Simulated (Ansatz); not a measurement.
# Al(111) with 4 layers of random Al-Ta, 2x2: scattering by chemical disorder

How strongly does chemical disorder scatter in Al(111) with 4 layers of random Al-Ta, 2x2?

Main program and level: Ansatz 0.2.0; Ansatz plane-wave DFT, PBE, PAW files; ballistic transport by layer matching (Landauer), zero bias; PAW set soft_1.

### Step 1. The starting structure

The cell holds 40 atoms: 38 Al and 2 Ta. Its edges and angles: a = 5.725 Å, b = 5.725 Å, c = 23.429 Å, α = 93.5°, β = 86.5°, γ = 120.0°. It derives from Al. Regions: lead, 24 atoms (24 Al); scattering region, 16 atoms (14 Al and 2 Ta). The structure is stacked along c, and the current runs across the ab planes.

### Step 2. With 4 alloy layers

In 4 layers a share of 0.125 of the sites is given to Ta at random. The layers about the cell's end stay perfect and serve as the lead. Energies from -0.05 to 0.05 eV in steps of 0.05 eV are too few for the program's thermal sum, so it prints no conductance; for a metal the transmission near the Fermi level serves, at a fraction of the cost.

input.yaml reads:

```yaml
crystal:
  lattice:
    - [5.7246940741, 0.0, 0.0]
    - [-2.862347037, 4.957730497, 0.0]
    - [1.4311735185, -0.8262884162, 23.3709656917]
  atoms:
    - { symbol: Al, position: [0.9916666667, 0.0083333333, 0.05] }
    - { symbol: Al, position: [0.9916666667, 0.5083333333, 0.05] }
    - { symbol: Al, position: [0.4916666667, 0.0083333333, 0.05] }
    - { symbol: Al, position: [0.4916666667, 0.5083333333, 0.05] }
    - { symbol: Al, position: [0.1416666667, 0.3583333333, 0.15] }
    - { symbol: Al, position: [0.1416666667, 0.8583333333, 0.15] }
    - { symbol: Al, position: [0.6416666667, 0.3583333333, 0.15] }
    - { symbol: Al, position: [0.6416666667, 0.8583333333, 0.15] }
    - { symbol: Al, position: [0.2916666667, 0.2083333333, 0.25] }
    - { symbol: Al, position: [0.2916666667, 0.7083333333, 0.25] }
    - { symbol: Al, position: [0.7916666667, 0.2083333333, 0.25] }
    - { symbol: Al, position: [0.7916666667, 0.7083333333, 0.25] }
    - { symbol: Al, position: [0.9416666667, 0.0583333333, 0.35] }
    - { symbol: Al, position: [0.9416666667, 0.5583333333, 0.35] }
    - { symbol: Al, position: [0.4416666667, 0.0583333333, 0.35] }
    - { symbol: Al, position: [0.4416666667, 0.5583333333, 0.35] }
    - { symbol: Al, position: [0.0916666667, 0.4083333333, 0.45] }
    - { symbol: Al, position: [0.0916666667, 0.9083333333, 0.45] }
    - { symbol: Al, position: [0.5916666667, 0.4083333333, 0.45] }
    - { symbol: Al, position: [0.5916666667, 0.9083333333, 0.45] }
    - { symbol: Al, position: [0.2416666667, 0.2583333333, 0.55] }
    - { symbol: Al, position: [0.2416666667, 0.7583333333, 0.55] }
    - { symbol: Al, position: [0.7416666667, 0.2583333333, 0.55] }
    - { symbol: Al, position: [0.7416666667, 0.7583333333, 0.55] }
    - { symbol: Ta, position: [0.8916666667, 0.1083333333, 0.65] }
    - { symbol: Al, position: [0.8916666667, 0.6083333333, 0.65] }
    - { symbol: Al, position: [0.3916666667, 0.1083333333, 0.65] }
    - { symbol: Ta, position: [0.3916666667, 0.6083333333, 0.65] }
    - { symbol: Al, position: [0.0416666667, 0.4583333333, 0.75] }
    - { symbol: Al, position: [0.0416666667, 0.9583333333, 0.75] }
    - { symbol: Al, position: [0.5416666667, 0.4583333333, 0.75] }
    - { symbol: Al, position: [0.5416666667, 0.9583333333, 0.75] }
    - { symbol: Al, position: [0.1916666667, 0.3083333333, 0.85] }
    - { symbol: Al, position: [0.1916666667, 0.8083333333, 0.85] }
    - { symbol: Al, position: [0.6916666667, 0.3083333333, 0.85] }
    - { symbol: Al, position: [0.6916666667, 0.8083333333, 0.85] }
    - { symbol: Al, position: [0.8416666667, 0.1583333333, 0.95] }
    - { symbol: Al, position: [0.8416666667, 0.6583333333, 0.95] }
    - { symbol: Al, position: [0.3416666667, 0.1583333333, 0.95] }
    - { symbol: Al, position: [0.3416666667, 0.6583333333, 0.95] }
kpoints:
  mp_grid: { grid: [5, 5, 1] }
hamiltonian:
  xc: pbe
  pseudopotentials: { kind: paw, azcp: { folder: soft_1 } }
scf:
  occupations: { method: fermi_dirac, width: 0.1 }
output:
  transmission:
    leads: [[0, 4]]
    kmesh: [10, 10]
    e_range: [-0.05, 0.05]
    de: 0.05
  write_potential: true
  write_density: true
  volumetric_format: npy
```

Started as:

```sh
$ ansatz run input.yaml --threads 4 --pin off --max-ram 15360MiB --backend cpu --events-out ev --progress --plain --runs-dir out
```

Numbers of over 12 decimals in the logs are rounded to 6 here.

The program printed:

```text
Engine: ansatz 0.2.0, aarch64-unknown-linux-gnu
Pseudopotentials: kind: paw
Pseudopotential: Al, paw, valence charge 3, recommended cutoff 420 eV (normal), soft_1/Al.paw.azcp
Pseudopotential: Ta, paw, valence charge 13, recommended cutoff 420 eV (normal), soft_1/Ta.paw.azcp
Functional definition: PBE
  parameter kappa = 0.804
  parameter beta = 0.066725
  exchange = pbe_x(kappa = kappa, mu = beta*pi^2/3)
  correlation = pbe_c(beta = beta)
Crystal: 40 atoms, lattice volume = 663.303 Å³
Basis set: ecut = 420 eV, 13043 PW (Γ)
Bands: 110, of which v1, the nominal top of the filled ones, is band 70 counted from 1 (69 counted from 0)
Symmetry: 8 space group operations
Space group: P2/m (ITA 10), of the structure as read, at distance tolerance 8.7e-5 Å
k-points: 9 of 25
Non-local potential: Al, projectors of the file, l = 0: 2, l = 1: 2, l = 2: 1
Non-local potential: Ta, projectors of the file, l = 0: 3, l = 1: 2, l = 2: 2, l = 3: 1
PAW form: soft (Blöchl's): semilocal exchange-correlation on the pseudo side does not see the compensation charge
PAW one-centre angular grid: Al, 110 points (default); XC on 64 Gauss nodes
PAW one-centre angular grid: Ta, 590 points (default); XC on 64 Gauss nodes
Initial density: superposition of atomic densities (chi_scale 0.1, normalization cell, long waves kept (reshape's long-wave potential 0.52 eV rms))
Initial wavefunctions: pseudopotential atomic-orbital guess
Functional: x = pbe(κ = 0.804, μ = 0.219515), c = pbe(β = 0.066725)
SCF iter   1: F=—  HF=-40300.254425 eV  |F-HF|=—  |Δ(HF+E_count)|=         —  Δρ=3.47e-2  dr2=3.11e2  ethr=3.10e-3  ⟨swp⟩=6.6  Hψ=4647  notcnv=0  defer=8
preconditioner: auto → Kerker (q_TF=auto, 2.105 Å⁻¹)  [metal: Δε(μ)=0.030 eV  Ē_g=6.526 eV  σ=0.100 eV  W_gap=0.08  n_scr=90 (ndim 8)  ℏωp=16.1 eV  f_vac=0.000  D(μ)=15.34/eV (n_scr^D=86)]
SCF iter   2: F=—  HF=-40295.906167 eV  |F-HF|=—  |Δ(HF+E_count)|=    4.35e0  Δρ=2.17e-2  dr2=1.20e2  ethr=3.10e-3  ⟨swp⟩=3.0  Hψ=1299  notcnv=0  defer=60
SCF iter   3: F=—  HF=-40293.026281 eV  |F-HF|=—  |Δ(HF+E_count)|=    2.88e0  Δρ=4.45e-3  dr2=1.71e0  ethr=3.10e-3  ⟨swp⟩=3.9  Hψ=1475  notcnv=0  defer=60
SCF iter   4: F=—  HF=-40292.970709 eV  |F-HF|=—  |Δ(HF+E_count)|=   5.56e-2  Δρ=1.52e-3  dr2=4.53e-1  ethr=1.22e-3  ⟨swp⟩=1.8  Hψ=1150  notcnv=0  defer=58
SCF iter   5: F=—  HF=-40292.960945 eV  |F-HF|=—  |Δ(HF+E_count)|=   9.76e-3  Δρ=5.74e-4  dr2=7.29e-2  ethr=3.23e-4  ⟨swp⟩=1.0  Hψ=928  notcnv=0  defer=58
SCF iter   6: F=—  HF=-40292.959190 eV  |F-HF|=—  |Δ(HF+E_count)|=   1.75e-3  Δρ=1.49e-4  dr2=4.15e-3  ethr=5.21e-5  ⟨swp⟩=1.0  Hψ=928  notcnv=0  defer=58
SCF iter   7: F=—  HF=-40292.959073 eV  |F-HF|=—  |Δ(HF+E_count)|=   1.17e-4  Δρ=1.62e-5  dr2=6.11e-5  ethr=2.97e-6  ⟨swp⟩=1.0  Hψ=928  notcnv=0  defer=58
SCF iter   8: F=—  HF=-40292.959142 eV  |F-HF|=—  |Δ(HF+E_count)|=   6.91e-5  Δρ=2.11e-6  dr2=4.90e-7  ethr=4.37e-8  ⟨swp⟩=1.0  Hψ=951  notcnv=0  defer=58
SCF iter   9: F=-40292.959142 eV  HF=-40292.959142 eV  |F-HF|=9.16e-9  |Δ(HF+E_count)|=   5.09e-8  Δρ=5.29e-7  dr2=1.01e-8  ethr=7.14e-11  ⟨swp⟩=14.2  Hψ=4036  notcnv=0
SCF 1 converged in 9 iterations: F = -40292.959142 eV  dr2 = 1.01e-8
  greatest PAW one-centre occupation: 0.999 electrons in one spin orbital (limit 2), on the Ta atom at site 27 (counted from 0), in its partial waves of l = 0
transmission: 99 of 930 steps passed
transmission: 189 of 930 steps passed
[...]
transmission: 930 of 930 steps passed
SCF converged after 9 iterations
Free energy (F): -40292.959142 eV
Harris-Foulkes:  -40292.959142 eV  (|F-HF|=9.16e-9)
Internal energy: -40292.388480 eV  (E = F + TS)
E sigma→0 (E₀):  -40292.673811 eV
Entropy (-TS):   -0.570662 eV (-14.267 meV/atom)
Fermi energy:    8.557175 eV
--- Per-component energies (eV) ---
  E_band       = -16.801252
  E_kinetic    = 1641.561810
  E_local      = -5751.071116  (includes V_loc(G=0)·N_el)
  E_nonlocal   = 357.201207
  E_hartree    = 2824.770537
  E_xc         = -2074.110605
  E_vxc        = -1575.115438  (∫ρ·V_xc dr)
  E_paw        = -34446.787603  (= ΣΔE_a)
  E_vpaw       = -338.923140  (= ΣTr[D̂ρ^β])
  E_aug_tail   = 0.000103  (compensation charges beyond the density's cutoff)
  E_ewald      = -2843.952811
  E_smearing   = -0.570662  (= −TS)
  E_closure    = 0.000000  (closes the sum)
  Σ components = -40292.959142   (vs F -40292.959142, Δ=0.00e0)
--- Band table (eV; the first three rows and the last of 9) ---
  k-point 0: bands = [... 66 lower, 7.2195, 7.2719, 7.4680, 7.4825, 7.6943, 7.9248, 8.0441, 8.0991, ... 36 higher]
  k-point 1: bands = [... 66 lower, 7.5125, 7.5274, 7.8030, 7.9102, 7.9918, 8.2443, 8.2574, 8.2653, ... 36 higher]
  k-point 2: bands = [... 66 lower, 8.6015, 8.6192, 8.6952, 8.7110, 8.7953, 8.8221, 8.8559, 8.9075, ... 36 higher]
  k-point 8: bands = [... 66 lower, 8.5852, 8.5868, 8.5988, 8.6912, 8.7385, 8.8290, 8.8390, 8.8698, ... 36 higher]
--- Transmission ---
  basis      : 253 plane waves across, 30 finite elements along
  points     : 31, standing for a mesh of 10 x 10
  energies   : 3 from -0.050000 to 0.050000 eV about the Fermi level, 0.050000 eV apart; the leads are filled to 0.000000 eV, and channels, transmission and decay are at 0.000000 eV
  crystal 0  : Al4, at the sites [0, 4], period 2.3371 Å, over 21.03 Å; its Hamiltonian steps by up to 24.2 meV
    offset         : up to 0.0000 Å between an atom of the period and one for which it stands
    channels       : 5.410000e0 a spin
    conductance    : none, the energies end too early or step too widely for 300 K: set another output.transmission.e_range or a lower de, or, where they end at an eighth of basis.ecutwfc, a higher one
  junction   : crystal 0 to crystal 0, 3.98 to 25.01 Å
    transmission   : 2.598616e0 a spin
    conductance    : none, the energies end too early or step too widely for 300 K: set another output.transmission.e_range or a lower de, or, where they end at an eighth of basis.ecutwfc, a higher one
```

Elapsed: 4.5 min, on 4 threads of Arm Neoverse V1, shared host; peak memory 2.1 GiB; 14 min of CPU time.

This step gave:

```yaml
free_energy: -40292.9591 eV
energy_at_zero_smearing: -40292.6738 eV
fermi_energy: 8.557 eV
cell_area: 28.38 Å²
transmission_per_spin_nearest_the_fermi_level: 2.599
open_channels_per_spin_nearest_the_fermi_level: 5.41
step_of_the_lead_s_potential: 24.2 meV
```

Per spin. Table of transmission, zone mean by energy, zero at the Fermi level:

```
energy (eV)  transmission, zone mean
    -0.0500                     2.57
     0.0000                     2.60
     0.0500                     2.66
```

Per spin. Table of open channels, zone mean, lead by energy, zero at the Fermi level:

```
energy (eV)  open channels, zone mean, lead
    -0.0500                            5.29
     0.0000                            5.41
     0.0500                            5.59
```

Transmission over k1 and k2. At 0.0000 eV from the Fermi level.

Ten even steps from '0' (1.52) to '9' (3.31):
```
5774577200
1769987750
0498698172
6596873877
7789757987
6778378695
0271896894
1057789967
5002775477
4510676015
```
Columns: k1 (b1) from -0.5 to 0.4; rows upwards: k2 (b2) from -0.5 to 0.4.

Open channels over k1 and k2. At 0.0000 eV from the Fermi level.

Ten even steps from '_' (3.00) to '@' (7.00):
```
++####++####++__::__
::##++@@@@++##::::::
::++@@@@@@@@@@++::__
++##@@@@####@@@@##++
::##++@@##@@##@@++##
++++##@@@@####@@@@##
::__::++@@@@@@@@@@++
::::::::##++@@@@++##
++__::__++####++####
::++::::++::++::::++
```
Columns: k1 (b1) from -0.5 to 0.4; rows upwards: k2 (b2) from -0.5 to 0.4.

Over the solved energies the transmission per spin lies between 2.57 and 2.66, out of 5.43 channels of the lead on average (up to 5.59).

### Step 3. With 8 alloy layers

In 8 layers a share of 0.125 of the sites is given to Ta at random. A fresh draw is used; the growth of the resistance with length is what counts.

System of this step: Al(111) with 8 layers of random Al-Ta, 2x2. The cell holds 56 atoms: 52 Al and 4 Ta. Cell: a = 5.725 Å, b = 5.725 Å, c = 32.761 Å, α = 87.5°, β = 92.5°, γ = 120.0°. It derives from Al. Regions: lead, 24 atoms (24 Al); scattering region, 32 atoms (28 Al and 4 Ta). The structure is stacked along c, and the current runs across the ab planes.

input.yaml reads:

```yaml
crystal:
  lattice:
    - [5.7246940741, 0.0, 0.0]
    - [-2.862347037, 4.957730497, 0.0]
    - [-1.4311735185, 0.8262884162, 32.7193519684]
  atoms:
    - { symbol: Al, position: [0.005952381, 0.994047619, 0.0357142857] }
    - { symbol: Al, position: [0.005952381, 0.494047619, 0.0357142857] }
    - { symbol: Al, position: [0.505952381, 0.994047619, 0.0357142857] }
    - { symbol: Al, position: [0.505952381, 0.494047619, 0.0357142857] }
    - { symbol: Al, position: [0.1845238095, 0.3154761905, 0.1071428571] }
    - { symbol: Al, position: [0.1845238095, 0.8154761905, 0.1071428571] }
    - { symbol: Al, position: [0.6845238095, 0.3154761905, 0.1071428571] }
    - { symbol: Al, position: [0.6845238095, 0.8154761905, 0.1071428571] }
    - { symbol: Al, position: [0.3630952381, 0.1369047619, 0.1785714286] }
    - { symbol: Al, position: [0.3630952381, 0.6369047619, 0.1785714286] }
    - { symbol: Al, position: [0.8630952381, 0.1369047619, 0.1785714286] }
    - { symbol: Al, position: [0.8630952381, 0.6369047619, 0.1785714286] }
    - { symbol: Al, position: [0.0416666667, 0.9583333333, 0.25] }
    - { symbol: Al, position: [0.0416666667, 0.4583333333, 0.25] }
    - { symbol: Ta, position: [0.5416666667, 0.9583333333, 0.25] }
    - { symbol: Al, position: [0.5416666667, 0.4583333333, 0.25] }
    - { symbol: Al, position: [0.2202380952, 0.2797619048, 0.3214285714] }
    - { symbol: Al, position: [0.2202380952, 0.7797619048, 0.3214285714] }
    - { symbol: Al, position: [0.7202380952, 0.2797619048, 0.3214285714] }
    - { symbol: Al, position: [0.7202380952, 0.7797619048, 0.3214285714] }
    - { symbol: Al, position: [0.3988095238, 0.1011904762, 0.3928571429] }
    - { symbol: Al, position: [0.3988095238, 0.6011904762, 0.3928571429] }
    - { symbol: Al, position: [0.8988095238, 0.1011904762, 0.3928571429] }
    - { symbol: Al, position: [0.8988095238, 0.6011904762, 0.3928571429] }
    - { symbol: Al, position: [0.0773809524, 0.9226190476, 0.4642857143] }
    - { symbol: Al, position: [0.0773809524, 0.4226190476, 0.4642857143] }
    - { symbol: Al, position: [0.5773809524, 0.9226190476, 0.4642857143] }
    - { symbol: Al, position: [0.5773809524, 0.4226190476, 0.4642857143] }
    - { symbol: Ta, position: [0.255952381, 0.244047619, 0.5357142857] }
    - { symbol: Al, position: [0.255952381, 0.744047619, 0.5357142857] }
    - { symbol: Al, position: [0.755952381, 0.244047619, 0.5357142857] }
    - { symbol: Al, position: [0.755952381, 0.744047619, 0.5357142857] }
    - { symbol: Al, position: [0.4345238095, 0.0654761905, 0.6071428571] }
    - { symbol: Al, position: [0.4345238095, 0.5654761905, 0.6071428571] }
    - { symbol: Al, position: [0.9345238095, 0.0654761905, 0.6071428571] }
    - { symbol: Al, position: [0.9345238095, 0.5654761905, 0.6071428571] }
    - { symbol: Al, position: [0.1130952381, 0.8869047619, 0.6785714286] }
    - { symbol: Al, position: [0.1130952381, 0.3869047619, 0.6785714286] }
    - { symbol: Ta, position: [0.6130952381, 0.8869047619, 0.6785714286] }
    - { symbol: Al, position: [0.6130952381, 0.3869047619, 0.6785714286] }
    - { symbol: Al, position: [0.2916666667, 0.2083333333, 0.75] }
    - { symbol: Al, position: [0.2916666667, 0.7083333333, 0.75] }
    - { symbol: Al, position: [0.7916666667, 0.2083333333, 0.75] }
    - { symbol: Ta, position: [0.7916666667, 0.7083333333, 0.75] }
    - { symbol: Al, position: [0.4702380952, 0.0297619048, 0.8214285714] }
    - { symbol: Al, position: [0.4702380952, 0.5297619048, 0.8214285714] }
    - { symbol: Al, position: [0.9702380952, 0.0297619048, 0.8214285714] }
    - { symbol: Al, position: [0.9702380952, 0.5297619048, 0.8214285714] }
    - { symbol: Al, position: [0.1488095238, 0.8511904762, 0.8928571429] }
    - { symbol: Al, position: [0.1488095238, 0.3511904762, 0.8928571429] }
    - { symbol: Al, position: [0.6488095238, 0.8511904762, 0.8928571429] }
    - { symbol: Al, position: [0.6488095238, 0.3511904762, 0.8928571429] }
    - { symbol: Al, position: [0.3273809524, 0.1726190476, 0.9642857143] }
    - { symbol: Al, position: [0.3273809524, 0.6726190476, 0.9642857143] }
    - { symbol: Al, position: [0.8273809524, 0.1726190476, 0.9642857143] }
    - { symbol: Al, position: [0.8273809524, 0.6726190476, 0.9642857143] }
kpoints:
  mp_grid: { grid: [5, 5, 1] }
hamiltonian:
  xc: pbe
  pseudopotentials: { kind: paw, azcp: { folder: soft_1 } }
scf:
  occupations: { method: fermi_dirac, width: 0.1 }
output:
  transmission:
    leads: [[0, 4]]
    kmesh: [10, 10]
    e_range: [-0.05, 0.05]
    de: 0.05
  write_potential: true
  write_density: true
  volumetric_format: npy
```

The program printed:

```text
[...]
Crystal: 56 atoms, lattice volume = 928.624 Å³
Basis set: ecut = 420 eV, 18271 PW (Γ)
Bands: 160, of which v1, the nominal top of the filled ones, is band 104 counted from 1 (103 counted from 0)
Symmetry: 2 space group operations
[...]
k-points: 9 of 25 (time reversal used)
[...]
SCF iter   1: F=—  HF=-67696.954166 eV  |F-HF|=—  |Δ(HF+E_count)|=         —  Δρ=3.68e-2  dr2=1.01e3  ethr=3.10e-3  ⟨swp⟩=6.4  Hψ=6603  notcnv=0  defer=25
[...]
SCF iter   8: F=-67685.738732 eV  HF=-67685.738732 eV  |F-HF|=3.04e-8  |Δ(HF+E_count)|=   1.79e-9  Δρ=8.59e-7  dr2=3.35e-8  ethr=4.81e-11  ⟨swp⟩=14.9  Hψ=6988  notcnv=0
SCF 1 converged in 8 iterations: F = -67685.738732 eV  dr2 = 3.35e-8
[...]
transmission: 144 of 1395 steps passed
transmission: 279 of 1395 steps passed
[...]
transmission: 1395 of 1395 steps passed
SCF converged after 8 iterations
Free energy (F): -67685.738732 eV
[...]
Internal energy: -67684.845895 eV  (E = F + TS)
E sigma→0 (E₀):  -67685.292313 eV
Entropy (-TS):   -0.892838 eV (-15.944 meV/atom)
Fermi energy:    8.847693 eV
[...]
--- Band table (eV; the first three rows and the last of 9) ---
  k-point 0: bands = [... 100 lower, 7.7410, 7.7803, 7.9980, 8.0829, 8.1016, 8.1622, 8.3624, 8.3864, ... 52 higher]
  k-point 1: bands = [... 100 lower, 8.0428, 8.0624, 8.1595, 8.3372, 8.3599, 8.5219, 8.5981, 8.7094, ... 52 higher]
  k-point 2: bands = [... 100 lower, 8.7674, 8.8589, 8.8908, 8.9456, 9.0520, 9.0634, 9.1480, 9.1668, ... 52 higher]
  k-point 8: bands = [... 100 lower, 8.8327, 8.8660, 8.8845, 9.0279, 9.0545, 9.0729, 9.1441, 9.2232, ... 52 higher]
--- Transmission ---
  basis      : 253 plane waves across, 45 finite elements along
  points     : 31, standing for a mesh of 10 x 10
[...]
channels       : 5.590000e0 a spin
[...]
junction   : crystal 0 to crystal 0, 0.70 to 31.08 Å
    transmission   : 1.780443e0 a spin
[...]
```

The job ended after 6.9 min (4 threads; peak memory 3.2 GiB).

This step gave:

- free energy: -67685.7387 eV
- energy at zero smearing: -67685.2923 eV
- Fermi energy: 8.848 eV
- transmission per spin nearest the Fermi level: 1.780
- open channels per spin nearest the Fermi level: 5.59
- step of the lead's potential: 10 meV

Per spin. Transmission, zone mean against energy, zero at the Fermi level:

```
energy (eV)  transmission, zone mean
    -0.0500                     1.72
     0.0000                     1.78
     0.0500                     1.86
```

Over the solved energies the transmission per spin lies between 1.72 and 1.86, out of 5.49 channels of the lead on average (up to 5.59).

(Continued in part 2 of 2.)

[Logs are printed without paths, hosts, clocks, repeated set-up lines and the standing remarks that a program may print on its own settings, such as how far it seeks lower states.]

[Hosts, paths, dates, database ids (printed as entryN), source tags and the programs' standing remarks are cut or masked in the printed files.]
